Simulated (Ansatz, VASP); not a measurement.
## One calculation of Zr3S, two programs

```xyz
4
Lattice="4.2501 0.0000 0.0000 0.0000 4.2501 0.0000 0.0000 0.0000 4.2501" Properties=species:S:1:pos:R:3 pbc="T T T"
Zr    0.0000    2.1251    2.1251
Zr    2.1251    0.0000    2.1251
Zr    2.1251    2.1251    0.0000
S     0.0000    0.0000    0.0000
```

Alike in both runs: functional PBE; k mesh 4 × 4 × 4; occupations gaussian, width 0.1 eV; no spin polarisation.

Ansatz relaxed the structure, and its values are those at the end. VASP's run is a single point on that final structure, the one shown.

|  | VASP | Ansatz |
| --- | --- | --- |
| version | VASP 6.6.1 | Ansatz 0.2.0 |
| potentials or method | VASP PAW PBE potentials, release 64 (Zr_sv, S) | scalar-relativistic, plane waves, PAW |
| plane-wave cutoff (eV) | 520 | 420 |
| valence electrons in the cell | 42 | 42 |

VASP gave:

```
gap on the k mesh at the Fermi level (eV) : none
pressure (GPa)                            : 0.1
```

Task: What did Ansatz give for the same quantities?

Result: gap on the k mesh at the Fermi level (eV): none; pressure (GPa): 0.0.

A gap of «none» marks a metal or a gap that the smearing closes.

Caveats: the k mesh is coarse (spacing up to 0.37 Å⁻¹), so the values aren't converged.
